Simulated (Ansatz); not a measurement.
# Ga: the cost of one run

Computed with Ansatz 0.2.0 (DFT PBE, scalar-relativistic, plane waves, PAW, unless a step's input says otherwise).

### 1 The structure to begin with

It takes space group C2/c (No. 15, monoclinic). Conventional cell: a = 2.766 Å, b = 8.053 Å, c = 3.332 Å, α = 90.00°, β = 92.02°, γ = 90.00°. Ga (site symmetry 2) is surrounded by 8 Ga at 2.69 to 2.92 Å.

Structure file:

```xyz
2
Lattice="1.3830 -4.0265 0.0000 1.3830 4.0265 0.0000 -0.1174 0.0000 3.3299" Properties=species:S:1:pos:R:3 pbc="T T T"
Ga    1.3536   -2.9716    0.8325
Ga    1.2949    2.9716    2.4974
```

Source of the structure: the Crystallography Open Database.

(A quick probe on a coarse mesh, which set the mesh and smearing, is not shown.)

### 3 The relaxation

Input file input.yaml:

```yaml
crystal:
  lattice:
    - [1.383, -4.0265, 0.0]
    - [1.383, 4.0265, 0.0]
    - [-0.11745, 0.0, 3.32993]
  atoms:
    - { symbol: Ga, position: [0.869, 0.131, 0.25] }
    - { symbol: Ga, position: [0.131, 0.869, 0.75] }
basis:
  ecutwfc: 420
kpoints:
  mp_grid: { grid: [16, 16, 12] }
hamiltonian:
  xc: pbe
scf:
  occupations: { method: gaussian, width: 0.1 }
output:
  forces: true
  stress: true
  eigenvalues: true
relax:
  adjacent_minimum: "off"
  f_tol: 0.005
  max_steps: 80
  cell: { stress_tol: 0.05 }
```

Q: Estimate wall time and peak memory on 1 thread of an x86-64 CPU, shared host.

About 63 s, with a peak of 0.76 GiB.
